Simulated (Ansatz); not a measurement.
**Be₂C from a semilocal functional to hybrids**

```cif
data_structure
_symmetry_space_group_name_H-M 'Fm-3m'
_symmetry_Int_Tables_number 225
_cell_length_a 4.3300
_cell_length_b 4.3300
_cell_length_c 4.3300
_cell_angle_alpha 90.000
_cell_angle_beta 90.000
_cell_angle_gamma 90.000
_cell_volume 81.18
loop_
_atom_site_label
_atom_site_type_symbol
_atom_site_symmetry_multiplicity
_atom_site_Wyckoff_symbol
_atom_site_fract_x
_atom_site_fract_y
_atom_site_fract_z
_atom_site_occupancy
Be1 Be 8 c 0.25000 0.75000 0.75000 1
C1 C 4 a 0.00000 0.00000 0.00000 1
```

All runs: Ansatz, plane waves and PAW, scalar-relativistic (no spin–orbit coupling), 6×6×6 k-mesh, Gaussian smearing of 0.05 eV, no spin polarisation. Semilocal reference PBE: gap 1.17 eV, pressure -0.3 GPa. The hybrids carry no U.

Task: What gap and pressure does HSE06-type hybrid with an exact-exchange fraction of 0.2 give at this geometry?

Result: Gap 1.76 eV, pressure -2.8 GPa.

Task: And the other functionals?

Result: 
```json
{"functional": "HSE06-type hybrid with an exact-exchange fraction of 0.1", "gap": "1.46 eV", "pressure (GPa)": "-1.6", "cutoff (eV)": "420", "core-seconds": "9.4"}
{"functional": "PBE0-type hybrid with an exact-exchange fraction of 0.1", "gap": "1.73 eV", "pressure (GPa)": "-1.6", "cutoff (eV)": "420", "core-seconds": "9.2"}
{"functional": "HSE06-type hybrid with an exact-exchange fraction of 0.2", "gap": "1.76 eV", "pressure (GPa)": "-2.8", "cutoff (eV)": "420", "core-seconds": "9.4"}
{"functional": "HSE06", "gap": "1.91 eV", "pressure (GPa)": "-3.5", "cutoff (eV)": "420", "core-seconds": "9.4"}
{"functional": "PBE0-type hybrid with an exact-exchange fraction taken as 1/ε∞", "gap": "1.98 eV", "pressure (GPa)": "-2.2", "cutoff (eV)": "420", "core-seconds": "15"}
{"functional": "r2SCAN0", "gap": "2.82 eV", "pressure (GPa)": "-3.7", "cutoff (eV)": "500", "core-seconds": "15"}
{"functional": "LC-wPBE", "gap": "6.52 eV", "pressure (GPa)": "-6.0", "cutoff (eV)": "420", "core-seconds": "12"}
```

In the PBE0 form the gap grows almost linearly with the exact-exchange fraction, by 0.57 eV for each tenth. The dielectric-dependent PBE0 form takes the fraction 0.143 = 1/ε∞, that is ε∞ = 7.0. On shared hosts the hybrid runs at the reference's cutoff took roughly 14 to 22 times the core time of the semilocal one on the same mesh, with some more bands.

Caveats: core times come from shared hosts and scatter; functionals with much or all of the long-range exchange (Hartree–Fock, LC-wPBE, CAM-B3LYP) overshoot the gaps of most solids, bar the widest; gaps are read on a coarse mesh; stress loosely converged.
